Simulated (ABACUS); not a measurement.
The system is Rb.

```
Rb
1.0
     2.80250    2.80250    2.80250
    -2.80250    2.80250    2.80250
    -2.80250   -2.80250    2.80250
Rb
1
Direct
  0.00000 0.00000 0.00000
```

| Item | Value |
| --- | --- |
| Program | ABACUS 3.10.1 |
| Task | relaxation of cell and atoms |
| Functional | LDA-PW92 |
| Potentials or basis | GBRV ultrasoft 1.5 LDA |
| Cutoff | 544 eV |
| Density cutoff | 4354 eV |
| Basis | plane waves |
| k mesh | 6 × 6 × 6 |
| Occupations | fermi-dirac, width 0.05 eV |
| Spin | no spin polarisation |

At the start: pressure -0.3 GPa; volume 88.04 Å³/atom.

**Question.** How do energy, volume and symmetry change on relaxing?

**Answer.** Over 5 steps the energy falls by 11.2 meV/atom and the volume is 78.71 Å³/atom (-10.6 %); space group Im-3m (No. 229, to 0.05 Å).

Step by step:
```
step  energy change (eV)  largest force (eV/Å)  pressure (GPa)  volume (Å³)
   1              0.0000                0.0000           -0.33        88.04
   2             -0.0045                0.0000           -0.27        85.65
   3             -0.0112                0.0000           -0.03        78.78
   4             -0.0112                0.0000           -0.03        78.76
   5             -0.0112                0.0000           -0.02        78.71
```

Final structure:
```cif
data_structure
_symmetry_space_group_name_H-M 'P 1'
_symmetry_Int_Tables_number 1
_cell_length_a 4.6761
_cell_length_b 4.6761
_cell_length_c 4.6761
_cell_angle_alpha 70.529
_cell_angle_beta 109.471
_cell_angle_gamma 70.529
_cell_volume 78.71
loop_
_atom_site_label
_atom_site_type_symbol
_atom_site_fract_x
_atom_site_fract_y
_atom_site_fract_z
_atom_site_occupancy
Rb1 Rb 0.00000 0.00000 0.00000 1
```

Caveat: the volume moved by -11 % from the deposited cell, more than functionals usually miss.
